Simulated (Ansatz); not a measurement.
## TiAl3: pressure against volume

TiAl3, Pm-3m, a = 3.948 Å. This isn't the usual stable structure of the compound. Ansatz: PBEsol, PAW, 420 eV, Γ-centred 10×10×10 mesh on 4 atoms, Gaussian smearing 0.10 eV; no spin polarisation. Symmetry fixes shape and atoms, so the cell is only scaled; pressure is positive in compression.

| V (Å³/atom) | P (GPa) |
| --- | --- |
| 13.542 | 18.45 |
| 14.003 | 12.74 |
| 14.465 | 7.83 |
| 14.926 | 3.62 |
| 15.388 | -0.01 |
| 15.850 | ? |
| 16.311 | -5.80 |
| 16.927 | -8.78 |

**Question.** Take V0 = 15.388 Å³/atom, count pressures from its P0 = -0.01 GPa, fit the third-order Birch–Murnaghan form to the other rows, and predict the missing pressure.

**Answer.** With the Eulerian strain f = ½[(V0/V)^(2/3) − 1] and y = (P − P0)/[3f(1 + 2f)^(5/2)], the form is the line y = B0 + 1.5 B0 (B0′ − 4) f. Rows (f, y): 0.04446, 111.9; 0.03245, 111.9; 0.02105, 112.0; 0.01027, 112.0; -0.01905, 111.6; -0.03079, 111.3. Means f = 0.009732, y = 111.78; Σ(Δf)² = 0.004321, ΣΔfΔy = 0.03413; the slope is their ratio. y = 111.7 + 7.899 f GPa, so B0 = 111.7 GPa and B0′ = 4 + 2 × (7.899)/(3 × 111.7) = 4.05. At V = 15.850, f = -0.00976, y = 111.62 and P = -3.12 GPa. The run gave -3.12 GPa, the same to the digits shown.